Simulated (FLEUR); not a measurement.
## Si in FLEUR: convergence with Gmax

Input of the first run (Gmax 9); the others differ in this setting and in those tied to it:

inp.xml

```xml
<?xml version="1.0" encoding="UTF-8" standalone="no"?>
<fleurInput fleurInputVersion="0.39">
   <comment>
      Si                                                                                                  
   </comment>
   <calculationSetup>
      <cutoffs Kmax="4.6" Gmax="9.0" GmaxXC="9.0" numbands="0"/>
      <scfLoop itmax="60" minDistance="0.00001" maxIterBroyd="15" imix="Anderson" alpha="0.05" precondParam="0.0" spinf="2.0" sdNocoIR="T"/>
      <coreElectrons ctail="T" frcor="F" kcrel="0" coretail_lmax="0"/>
      <xcFunctional name="vwn" relativisticCorrections="F"/>
      <magnetism jspins="1"/>
      <soc l_soc="F" theta="0.0" phi="0.0" spav="F"/>
      <expertModes spex="0" secvar="F"/>
      <geometryOptimization l_f="T" forcealpha="1.0" forcemix="BFGS" epsdisp="0.0005" epsforce="0.0002"/>
      <ldaU l_linMix="F" mixParam="0.05" spinf="1.0"/>
   </calculationSetup>
   <cell>
      <bzIntegration valenceElectrons="24.0" mode="hist" fermiSmearingEnergy="0.00183747">
         <kPointListSelection listName="default-1"/>
         <!-- k-points included here -->
         <xi:include xmlns:xi="http://www.w3.org/2001/XInclude" href="kpts.xml"> </xi:include>
      </bzIntegration>
      <!-- symmetry operations included here -->
      <xi:include xmlns:xi="http://www.w3.org/2001/XInclude" href="sym.xml"> </xi:include>
      <bulkLattice scale="1.0">
         <bravaisMatrix>
            <row-1>   -4.4812441949665560     4.4812441949665560     2.5119475338206350</row-1>
            <row-2>    4.4812441949665560    -4.4812441949665560     2.5119475338206350</row-2>
            <row-3>    4.4812441949665560     4.4812441949665560    -2.5119475338206350</row-3>
         </bravaisMatrix>
      </bulkLattice>
   </cell>
   <atomSpecies>
      <species name="Silicon (Si)" element="Si" atomicNumber="14">
         <mtSphere radius="2.13" gridPoints="715" logIncrement="0.016"/>
         <atomicCutoffs lmax="9" lnonsphr="9"/>
         <electronConfig flipSpins="F">
            <coreConfig>(1s1/2)</coreConfig>
            <valenceConfig>(2s1/2) (2p1/2) (2p3/2) (3s1/2) (3p1/2) (3p3/2)</valenceConfig>
            <stateOccupation state="(3p1/2)" spinUp="0.333333" spinDown="0.333333"/>
            <stateOccupation state="(3p3/2)" spinUp="0.666667" spinDown="0.666667"/>
         </electronConfig>
         <energyParameters s="3" p="3" d="3" f="4"/>
         <lo type="SCLO" l="0" n="2" eDeriv="0"/>
         <lo type="SCLO" l="1" n="2" eDeriv="0"/>
         <lo type="SCLO" l="2" n="3" eDeriv="2"/>
         <lo type="SCLO" l="3" n="4" eDeriv="2"/>
      </species>
   </atomSpecies>
   <atomGroups>
      <atomGroup species="Silicon (Si)">
         <relPos label="                   1">-3.000/8.000 3.000/8.000 -1.000/4.000</relPos>
         <relPos label="                   2">3.000/8.000 -3.000/8.000 1.000/4.000</relPos>
         <force calculate="T" relaxXYZ="TTT"/>
      </atomGroup>
   </atomGroups>
   <output dos="F" band="F" slice="F">
      <checks vchk="F" cdinf="F"/>
      <bandDOS minEnergy="-.5*Htr" maxEnergy="0.5*Htr" sigma="0.015" storeEVData="T"/>
      <vacuumDOS vacdos="F" integ="F" star="F" nstars="0" locx1="0.0" locy1="0.0" locx2="0.0" locy2="0.0" nstm="0" tworkf="0.0"/>
      <unfoldingBand unfoldBand="F" supercellX="1" supercellY="1" supercellZ="1"/>
      <plotting iplot="0" polar="F">
         <plot TwoD="T" vec1="  1.0  0.0  0.0" vec2="  0.0  1.0  0.0" vec3="  0.0  0.0  1.0" zero="  0.0  0.0  0.0" file="plot"/>
      </plotting>
      <chargeDensitySlicing numkpt="0" minEigenval="0.0" maxEigenval="0.0" nnne="0" pallst="F"/>
      <specialOutput eonly="F"/>
      <moessbauerParams electricFieldGradient="T" isomerShift="T" coreHyperfine="T" valenceHyperfine="T"/>
      <magneticCircularDichroism mcd="F" energyLo="-10.0" energyUp="0.0"/>
   </output>
  <!-- We include the file relax.xml here to enable relaxations (see documentation) -->
  <xi:include xmlns:xi="http://www.w3.org/2001/XInclude" href="relax.xml"> <xi:fallback/> </xi:include>
</fleurInput>
```

crystal.txt

```
Si
&input cartesian=F /
-2.3713723045  2.3713723045  1.3292653899
2.3713723045  -2.3713723045  1.3292653899
2.3713723045  2.3713723045  -1.3292653899
1.8897261246
1.0 1.0 1.0

2
14 0.5000000000  0.5000000000  0.0000000000
14 0.2500000000  0.7500000000  0.5000000000

&kpt div1=9 div2=9 div3=9 gamma=T /
```

Potentials or basis: all-electron, FLAPW.

Run with:

```sh
$ inpgen -f crystal.txt -profile fastHighL
$ # inp.xml edited to the form shown
$ fleur_MPI
```

This isn't the form of Si at room conditions, which is diamond.

Hardware: 1 thread of Arm Neoverse V2, with other jobs on the host.

```csv
Gmax,"energy less the tightest run, at zero smearing (meV/atom)",SCF cycles,CPU time (s),peak memory (GiB)
9,0.36,12,49,0.05
10.3,-0.10,12,50,0.05
11.7,0.03,12,50,0.05
13.5,-0.01,12,51,0.05
15.8,0.00,12,54,0.06
18,0.00,12,55,0.06
22.5,0.00,12,57,0.09
```

Against the tightest run, the energy stays within 1 meV/atom from 9 on. The tightest run that finished is the yardstick and may itself not be fully converged.
